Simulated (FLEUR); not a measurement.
**Cu: equation of state with LDA**

The system is Cu.

```
CELL_PARAMETERS angstrom
0.00000 1.80750 1.80750
1.80750 0.00000 1.80750
1.80750 1.80750 0.00000
ATOMIC_POSITIONS crystal
Cu 0.00000 0.00000 0.00000
```

| Property | Result |
| --- | --- |
| Program | FLEUR MaX-R8.1 (later development tree) |
| Task | equation of state |
| Functional | LDA |
| Potentials or basis | all-electron |
| Basis | FLAPW |
| Kmax | 4.47 1/bohr |
| k mesh | 13 × 13 × 13 |
| Occupations | fermi-dirac, width 0.05 eV |
| Spin | no spin polarisation |

```
Equilibrium volume : 10.87 Å³/atom (rough: see the caveat)
Bulk modulus       : 193 GPa (rough)
```

Energy against volume, from the lowest point:
```csv
volume (Å³/atom),energy (meV/atom)
11.102,0.00
11.338,8.20
11.810,38.21
12.283,82.65
12.519,109.14
```

Caveat: the minimum lies outside the volumes run.
